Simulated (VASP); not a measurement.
# AlCr2C (P6_3/mmc) in VASP: a series of runs, part 2 of 2

VASP 6.6.1. The steps go on from the part before.

## Step 4: Relaxation of cell and atoms, LDA

Contents of INCAR:

```
PREC = Accurate
ENCUT = 600
EDIFF = 1E-6
ISMEAR = 1
SIGMA = 0.1
LREAL = F
LASPH = T
NELM = 80
ALGO = Normal
ISIF = 3
LWAVE = F
LCHARG = F
IBRION = 2
NSW = 90
EDIFFG = -0.01
KPAR = 2
```

Contents of KPOINTS:

```
Automatic mesh
0
Gamma
  15 15 3
```

Contents of POSCAR:

```
AlCr2C
1.0
    2.8251010646      0.0000000000      0.0000000000
   -1.4125505323      2.4466092902      0.0000000000
    0.0000000000      0.0000000000     12.6013736800
Al Cr C
2 4 2
Direct
    0.6666666700      0.3333333300      0.2500000000
    0.3333333300      0.6666666700      0.7500000000
    0.3333333300      0.6666666700      0.4149411600
    0.6666666700      0.3333333300      0.9149411600
    0.6666666700      0.3333333300      0.5850588400
    0.3333333300      0.6666666700      0.0850588400
    0.0000000000      0.0000000000      0.5000000000
    0.0000000000      0.0000000000      0.0000000000
```

Potentials or basis: VASP PAW LDA potentials, release 64 (Al, Cr_pv, C).

Launch:

```bash
> cat potpaw_LDA.64/Al/POTCAR potpaw_LDA.64/Cr_pv/POTCAR potpaw_LDA.64/C/POTCAR > POTCAR
> mpirun -np 2 vasp_std > vasp.out
```

OUTCAR:

```text
PREC = Accurate
   ENCUT = 600
   EDIFF = 1E-6
   ISMEAR = 1
   LREAL = F
   LASPH = T
   NELM = 80
   ISIF = 3
   IBRION = 2
   NSW = 90
   EDIFFG = -0.01

 ion  position               nearest neighbor table
   1  0.667  0.333  0.250-   3 2.64   6 2.64   3 2.64   6 2.64   3 2.64   6 2.64
   2  0.333  0.667  0.750-   4 2.64   5 2.64   4 2.64   5 2.64   4 2.64   5 2.64
   3  0.333  0.667  0.415-   7 1.95   7 1.95   7 1.95   1 2.64   1 2.64   1 2.64   5 2.69   5 2.69
                             5 2.69
   4  0.667  0.333  0.915-   8 1.95   8 1.95   8 1.95   2 2.64   2 2.64   2 2.64   6 2.69   6 2.69
                             6 2.69
   5  0.667  0.333  0.585-   7 1.95   7 1.95   7 1.95   2 2.64   2 2.64   2 2.64   3 2.69   3 2.69
                             3 2.69
   6  0.333  0.667  0.085-   8 1.95   8 1.95   8 1.95   1 2.64   1 2.64   1 2.64   4 2.69   4 2.69
                             4 2.69
   7  0.000  0.000  0.500-   3 1.95   5 1.95   3 1.95   5 1.95   5 1.95   3 1.95
   8  0.000  0.000  0.000-   4 1.95   6 1.95   6 1.95   4 1.95   4 1.95   6 1.95

  LATTYP: Found a hexagonal cell.
 ALAT       =     2.8251010646
 C/A-ratio  =     4.4605036747

  Lattice vectors:

 A1 = (   2.8251010646,   0.0000000000,   0.0000000000)
 A2 = (  -1.4125505323,   2.4466092902,   0.0000000000)
 A3 = (   0.0000000000,   0.0000000000,  12.6013736800)

Analysis of symmetry for initial positions (statically):
=====================================================================
 Subroutine PRICEL returns:
 Original cell was already a primitive cell.

 Routine SETGRP: Setting up the symmetry group for a
 hexagonal supercell.

 Subroutine GETGRP returns: Found 24 space group operations
 (whereof 12 operations were pure point group operations)
 out of a pool of 24 trial point group operations.

The static configuration has the point symmetry D_3d.
 The point group associated with its full space group is D_6h.

Analysis of symmetry for dynamics (positions and initial velocities):
=====================================================================
 Subroutine PRICEL returns:
 Original cell was already a primitive cell.

 Routine SETGRP: Setting up the symmetry group for a
 hexagonal supercell.

 Subroutine GETGRP returns: Found 24 space group operations
 (whereof 12 operations were pure point group operations)
 out of a pool of 24 trial point group operations.

[... 123 lines left out ...]
   PSTRESS=    0.0 pullay stress
   NELECT =      62.0000    total number of electrons
   NUPDOWN=      -1.0000    fix difference up-down
   EMIN   =  10.00;   EMAX   =-10.00  energy-range for DOS
   EFERMI =   0.00;   METHOD = LEGACY
   ISMEAR =     1;   SIGMA  =   0.10  broadening in eV -4-tet -1-fermi 0-gaus
   EFERMI_NEDOS =   21; number of points for ismear=-14 and -15
   IALGO  =     38    algorithm
   IMIX   =      4    mixing-type and parameters
     AMIX     =   0.40;   BMIX     =  1.00
     AMIX_MAG =   1.60;   BMIX_MAG =  1.00
  volume/ion in A,a.u.               =      10.89        73.47
  Fermi-wavevector in a.u.,A,eV,Ry     =   1.461728  2.762265 29.070870  2.136649
  Thomas-Fermi vector in A             =   2.578025
   LORBIT       =      0    0 simple, 1 ext, 2 COOP (PROOUT), +10 PAW based schemes
   GGA     = CA    functional components
   LHFCALC =     F    Hartree Fock is set to
   AEXX    =    0.0000 exact exchange contribution
   IVDW    =     0    specifies the selected vdW correction
   LEPSILON=     F    determine dielectric tensor
   LRPA    =     F    only Hartree local field effects (RPA)
 conjugate gradient relaxation of ions
 non-spin polarized calculation
 Methfessel and Paxton  Order N= 1 SIGMA  =   0.10
  energy-cutoff  :      600.00
  volume of cell :       87.10
 maximum number of plane-waves:      2936
 NGX is ok and might be reduce to    24
   NGX = 11   NGY = 11   NGZ = 51

--------------------------------------- Ionic step        1  -------------------------------------------

 number of electron      61.9999973 magnetization

 Free energy of the ion-electron system (eV)
  ---------------------------------------------------
  ext. energy  EPLUGINS =         0.00000000
  ---------------------------------------------------
  free energy    TOTEN  =       -72.97008394 eV

  energy without entropy =      -72.96811897  energy(sigma->0) =      -72.96942895

 E-fermi :   9.9876     XC(G=0): -12.8021

 val. band max:        9.9806022730   @ k =   0.1333   0.1333   0.3333
 cond. band min:       9.9930239613   @ k =   0.2667   0.2000   0.0000
 fundamental gap:      0.0124216883
 Fermi energy:         9.9875727014

 k-point     1 :       0.0000    0.0000    0.0000
  band No.  band energies     occupation
      1     -33.0346      2.00000
      2     -33.0329      2.00000
      3     -32.7965      2.00000
      4     -32.7965      2.00000
      5     -32.7965      2.00000
      6     -32.7965      2.00000
[... 1160 lines left out ...]
--------------------------------------- Ionic step        6  -------------------------------------------

 number of electron      61.9999984 magnetization

 Free energy of the ion-electron system (eV)
  ---------------------------------------------------
  ext. energy  EPLUGINS =         0.00000000
  ---------------------------------------------------
  free energy    TOTEN  =       -73.04783783 eV

  energy without entropy =      -73.04557751  energy(sigma->0) =      -73.04708439

 E-fermi :  10.4304     XC(G=0): -12.9690

 val. band max:       10.4249205699   @ k =   0.2000   0.0667   0.0000
 cond. band min:      10.4325362849   @ k =   0.2667   0.2000   0.0000
 fundamental gap:      0.0076157150
 Fermi energy:        10.4304401923

 k-point     1 :       0.0000    0.0000    0.0000
  band No.  band energies     occupation
      1     -32.6252      2.00000
      2     -32.6231      2.00000
      3     -32.3433      2.00000
      4     -32.3433      2.00000
      5     -32.3433      2.00000
      6     -32.3433      2.00000
[... 986 lines left out ...]
  FREE ENERGIE OF THE ION-ELECTRON SYSTEM (eV)
  ---------------------------------------------------
  free  energy   TOTEN  =       -73.0478378333 eV

  energy  without entropy=      -73.0455775109  energy(sigma->0) =      -73.04708439

 reached required accuracy - stopping structural energy minimisation
```

Wall time 3 min (2 MPI ranks of Intel Xeon 6975P-C (Granite Rapids), shared host); peak memory 0.32 GiB.

What came out:

```
Free energy                            : -73.0478 eV
Relaxed volume                         : 10.53 Å³/atom
Relaxed cell                           : a = 2.793 Å, b = 2.793 Å, c = 12.468 Å, α = 90.00°, β = 90.00°, γ = 120.00°
Space group after relaxing (to 0.05 Å) : P6_3/mmc (No. 194)
Energy gained by relaxing              : 9.7 meV/atom
Ionic steps                            : 6
Pressure after relaxing                : 0.0 GPa
Band gap on the k mesh                 : none (metal or under the smearing width)
```

Forces on the atoms (eV/Å):
```
Al   0.000  0.000  0.000
Al   0.000  0.000  0.000
Cr   0.000  0.000 -0.002
Cr   0.000  0.000 -0.002
Cr   0.000  0.000  0.002
Cr   0.000  0.000  0.002
C    0.000  0.000  0.000
C    0.000  0.000  0.000
```

Step by step:
| step | energy change (eV) | largest force (eV/Å) | pressure (GPa) | volume (Å³) |
| --- | --- | --- | --- | --- |
| 1 | 0.0000 | 0.4631 | -8.18 | 87.10 |
| 2 | 0.1558 | 1.2329 | 15.89 | 80.28 |
| 3 | -0.0766 | 0.0873 | -0.40 | 84.52 |
| 4 | -0.0766 | 0.0977 | -0.15 | 84.47 |
| 5 | -0.0777 | 0.0180 | -0.05 | 84.30 |
| 6 | -0.0778 | 0.0024 | 0.03 | 84.26 |

Final structure:
```
Al Cr C
1.0
     2.79346    0.00000    0.00000
    -1.39673    2.41921    0.00000
     0.00000    0.00000   12.46797
Al Cr C
2 4 2
Cartesian
  1.3967 0.8064 3.1170
  0.0000 1.6128 9.3510
  0.0000 1.6128 5.1767
  1.3967 0.8064 11.4107
  1.3967 0.8064 7.2913
  0.0000 1.6128 1.0573
  -1.3967 2.4192 6.2340
  -1.3967 2.4192 0.0000
```

## Step 5: Relaxation of cell and atoms, LDA

This run uses another cell than the first one, of 10.53 Å³/atom, 0.967 times its volume.

INCAR, as its differences from that of step 4:

```diff
@@ -2,3 +2,3 @@
 ENCUT = 600
-EDIFF = 1E-6
+EDIFF = 1E-7
 ISMEAR = 1
@@ -14,3 +14,3 @@
 NSW = 90
-EDIFFG = -0.01
+EDIFFG = -0.005
 KPAR = 2
```

KPOINTS is that of step 4.

Contents of POSCAR:

```
AlCr2C                                  
1.0
    2.7934590734      0.0000000000      0.0000000000
   -1.3967295367      2.4192065220      0.0000000000
    0.0000000000      0.0000000000     12.4679666974
  Al              Cr              C             
     2     4     2
Direct
     0.6666666699999979    0.3333333300000021    0.2500000000000000
     0.3333333300000021    0.6666666699999979    0.7500000000000000
     0.3333333300000021    0.6666666699999979    0.4151992750927452
     0.6666666699999979    0.3333333300000021    0.9151992750927451
     0.6666666699999979    0.3333333300000021    0.5848007249072549
     0.3333333300000021    0.6666666699999979    0.0848007249072548
     0.0000000000000000    1.0000000000000000    0.5000000000000000
     0.0000000000000000    1.0000000000000000    0.0000000000000000
```

Potentials or basis: VASP PAW LDA potentials, release 64 (Al, Cr_pv, C).

Launch:

```bash
> cat potpaw_LDA.64/Al/POTCAR potpaw_LDA.64/Cr_pv/POTCAR potpaw_LDA.64/C/POTCAR > POTCAR
> mpirun -np 2 vasp_std > vasp.out
```

OUTCAR:

```text
PREC = Accurate
   ENCUT = 600
   EDIFF = 1E-7
   ISMEAR = 1
   LREAL = F
   LASPH = T
   NELM = 80
   ISIF = 3
   IBRION = 2
   NSW = 90
   EDIFFG = -0.005

 ion  position               nearest neighbor table
   1  0.667  0.333  0.250-   3 2.62   6 2.62   3 2.62   6 2.62   3 2.62   6 2.62
   2  0.333  0.667  0.750-   4 2.62   5 2.62   4 2.62   5 2.62   4 2.62   5 2.62
   3  0.333  0.667  0.415-   7 1.93   7 1.93   7 1.93   1 2.62   1 2.62   1 2.62   5 2.66   5 2.66
                             5 2.66
   4  0.667  0.333  0.915-   8 1.93   8 1.93   8 1.93   2 2.62   2 2.62   2 2.62   6 2.66   6 2.66
                             6 2.66
   5  0.667  0.333  0.585-   7 1.93   7 1.93   7 1.93   2 2.62   2 2.62   2 2.62   3 2.66   3 2.66
                             3 2.66
   6  0.333  0.667  0.085-   8 1.93   8 1.93   8 1.93   1 2.62   1 2.62   1 2.62   4 2.66   4 2.66
                             4 2.66
   7  0.000  0.000  0.500-   3 1.93   5 1.93   5 1.93   3 1.93   5 1.93   3 1.93
   8  0.000  0.000  0.000-   4 1.93   6 1.93   4 1.93   6 1.93   4 1.93   6 1.93

  LATTYP: Found a hexagonal cell.
 ALAT       =     2.7934590734
 C/A-ratio  =     4.4632716535

  Lattice vectors:

 A1 = (   2.7934590734,   0.0000000000,   0.0000000000)
 A2 = (  -1.3967295367,   2.4192065220,   0.0000000000)
 A3 = (   0.0000000000,   0.0000000000,  12.4679666974)

Analysis of symmetry for initial positions (statically):
=====================================================================
 Subroutine PRICEL returns:
 Original cell was already a primitive cell.

 Routine SETGRP: Setting up the symmetry group for a
 hexagonal supercell.

 Subroutine GETGRP returns: Found 24 space group operations
 (whereof 12 operations were pure point group operations)
 out of a pool of 24 trial point group operations.

The static configuration has the point symmetry D_3d.
 The point group associated with its full space group is D_6h.

[... 150 lines left out ...]
   GGA     = CA    functional components
   LHFCALC =     F    Hartree Fock is set to
   AEXX    =    0.0000 exact exchange contribution
   IVDW    =     0    specifies the selected vdW correction
   LEPSILON=     F    determine dielectric tensor
   LRPA    =     F    only Hartree local field effects (RPA)
 conjugate gradient relaxation of ions
 non-spin polarized calculation
 Methfessel and Paxton  Order N= 1 SIGMA  =   0.10
  energy-cutoff  :      600.00
  volume of cell :       84.26
 maximum number of plane-waves:      2864
 NGX is ok and might be reduce to    24
   NGX = 11   NGY = 11   NGZ = 49

 number of electron      61.9999992 magnetization

 Free energy of the ion-electron system (eV)
  ---------------------------------------------------
  ext. energy  EPLUGINS =         0.00000000
  ---------------------------------------------------
  free energy    TOTEN  =       -73.04511845 eV

  energy without entropy =      -73.04285822  energy(sigma->0) =      -73.04436504

 E-fermi :  10.4306     XC(G=0): -12.9690

 val. band max:       10.4250465815   @ k =   0.2000   0.0667   0.0000
 cond. band min:      10.4326810600   @ k =   0.2667   0.2000   0.0000
 fundamental gap:      0.0076344784
 Fermi energy:        10.4305750561

 k-point     1 :       0.0000    0.0000    0.0000
  band No.  band energies     occupation
      1     -32.6249      2.00000
      2     -32.6229      2.00000
      3     -32.3431      2.00000
      4     -32.3431      2.00000
      5     -32.3431      2.00000
      6     -32.3431      2.00000
[... 949 lines left out ...]
     36      11.9941     -0.00000
     37      12.0874     -0.00000

 [... further k-points ...]

------------------------ aborting loop because EDIFF is reached ----------------------------------------

  FORCE on cell =-STRESS in cart. coord.  units (eV):
  Direction    XX          YY          ZZ          XY          YZ          ZX
  --------------------------------------------------------------------------------------
  -------------------------------------------------------------------------------------
  Total        0.0300444      0.0300444      0.0059689      0.0000000      0.0000000      0.0000000
  in kB        0.5712990      0.5712990      0.1134997      0.0000000      0.0000000      0.0000000
  external PRESSURE =       0.4186992 kB  Pullay stress =       0.0000000 kB

 VOLUME and BASIS-vectors are now :
 -----------------------------------------------------------------------------
  energy-cutoff  :      600.00
  volume of cell :       84.26
      direct lattice vectors                 reciprocal lattice vectors
     2.793459073  0.000000000  0.000000000     0.357979113  0.206679337  0.000000000
    -1.396729537  2.419206522  0.000000000     0.000000000  0.413358674  0.000000000
     0.000000000  0.000000000 12.467966697     0.000000000  0.000000000  0.080205540

 POSITION                                       TOTAL-FORCE (eV/Angst)
 -----------------------------------------------------------------------------------
      1.39673      0.80640      3.11699         0.000000      0.000000     -0.000000
     -0.00000      1.61280      9.35098         0.000000      0.000000     -0.000000
     -0.00000      1.61280      5.17669        -0.000000      0.000000     -0.002840
      1.39673      0.80640     11.41067         0.000000     -0.000000     -0.002840
      1.39673      0.80640      7.29128        -0.000000      0.000000      0.002840
     -0.00000      1.61280      1.05729         0.000000      0.000000      0.002840
      0.00000      0.00000      6.23398         0.000000      0.000000     -0.000000
      0.00000      0.00000      0.00000         0.000000      0.000000     -0.000000
 -----------------------------------------------------------------------------------
    total drift:                               -0.000008      0.000005     -0.000000

  FREE ENERGIE OF THE ION-ELECTRON SYSTEM (eV)
  ---------------------------------------------------
  free  energy   TOTEN  =       -73.0451184530 eV

  energy  without entropy=      -73.0428582244  energy(sigma->0) =      -73.04436504

 reached required accuracy - stopping structural energy minimisation
```

OSZICAR:

```text
N       E                     dE             d eps       ncg     rms          rms(c)
DAV:   1     0.804768210349E+03    0.80477E+03   -0.36831E+04  3996   0.210E+03
DAV:   2    -0.823516969859E+01   -0.81300E+03   -0.79482E+03  3996   0.595E+02
DAV:   3    -0.856953477112E+02   -0.77460E+02   -0.75581E+02  5432   0.174E+02
DAV:   4    -0.887266055386E+02   -0.30313E+01   -0.29598E+01  5009   0.312E+01
DAV:   5    -0.887959594443E+02   -0.69354E-01   -0.68443E-01  4991   0.500E+00    0.381E+01
DAV:   6    -0.797338920578E+02    0.90621E+01   -0.26641E+02  5389   0.107E+02    0.197E+01
DAV:   7    -0.734556977184E+02    0.62782E+01   -0.76304E+01  5170   0.592E+01    0.714E+00
DAV:   8    -0.731051279309E+02    0.35057E+00   -0.35982E+00  5112   0.118E+01    0.257E+00
DAV:   9    -0.730485197410E+02    0.56608E-01   -0.37533E-01  5147   0.380E+00    0.538E-01
DAV:  10    -0.730454458178E+02    0.30739E-02   -0.25515E-02  5017   0.131E+00    0.200E-01
DAV:  11    -0.730451407085E+02    0.30511E-03   -0.22543E-03  5765   0.301E-01    0.762E-02
DAV:  12    -0.730451203757E+02    0.20333E-04   -0.36652E-04  5801   0.140E-01    0.174E-02
DAV:  13    -0.730451190794E+02    0.12964E-05   -0.22299E-05  5444   0.428E-02    0.738E-03
DAV:  14    -0.730451184500E+02    0.62938E-06   -0.71396E-06  5362   0.148E-02    0.209E-03
DAV:  15    -0.730451184530E+02   -0.30177E-08   -0.65254E-07  4263   0.484E-03
   1 F= -.73045118E+02 E0= -.73044365E+02  d E =-.730451E+02
```

CONTCAR:

```text
AlCr2C
   1.00000000000000
     2.7934590734000002    0.0000000000000000    0.0000000000000000
    -1.3967295367000001    2.4192065220000001    0.0000000000000000
     0.0000000000000000    0.0000000000000000   12.4679666973999996
  Al              Cr              C
     2     4     2
Direct
     0.6666666699999979    0.3333333300000021    0.2500000000000000
     0.3333333300000021    0.6666666699999979    0.7500000000000000
     0.3333333300000021    0.6666666699999979    0.4151992750927462
     0.6666666699999979    0.3333333300000021    0.9151992750927462
     0.6666666699999979    0.3333333300000021    0.5848007249072538
     0.3333333300000021    0.6666666699999979    0.0848007249072538
     0.0000000000000000    0.0000000000000000    0.5000000000000000
     0.0000000000000000    0.0000000000000000    0.0000000000000000

  0.00000000E+00  0.00000000E+00  0.00000000E+00
  0.00000000E+00  0.00000000E+00  0.00000000E+00
  0.00000000E+00  0.00000000E+00  0.00000000E+00
  0.00000000E+00  0.00000000E+00  0.00000000E+00
  0.00000000E+00  0.00000000E+00  0.00000000E+00
  0.00000000E+00  0.00000000E+00  0.00000000E+00
  0.00000000E+00  0.00000000E+00  0.00000000E+00
  0.00000000E+00  0.00000000E+00  0.00000000E+00
```

Run time: 50 s. Hardware: 2 MPI ranks of Intel Xeon 6975P-C (Granite Rapids), shared host; peak memory 0.29 GiB.

Results:

- Free energy: -73.0451 eV
- Pressure after relaxing: 0.0 GPa
- Band gap on the k mesh: none (metal or under the smearing width)

Forces in eV/Å, atoms in the order of the input:
```
Al   0.000  0.000  0.000
Al   0.000  0.000  0.000
Cr   0.000  0.000 -0.003
Cr   0.000  0.000 -0.003
Cr   0.000  0.000  0.003
Cr   0.000  0.000  0.003
C    0.000  0.000  0.000
C    0.000  0.000  0.000
```

Final structure:
```xyz
8
Lattice="2.7935 0.0000 0.0000 -1.3967 2.4192 0.0000 0.0000 0.0000 12.4680" Properties=species:S:1:pos:R:3 pbc="T T T"
Al    1.3967    0.8064    3.1170
Al    0.0000    1.6128    9.3510
Cr    0.0000    1.6128    5.1767
Cr    1.3967    0.8064   11.4107
Cr    1.3967    0.8064    7.2913
Cr    0.0000    1.6128    1.0573
C     0.0000    0.0000    6.2340
C     0.0000    0.0000    0.0000
```

Caveat: the relaxation stopped at its first step, so nothing moved. Spin polarisation is off, so any magnetic state and its effect on volume and gap are missing.
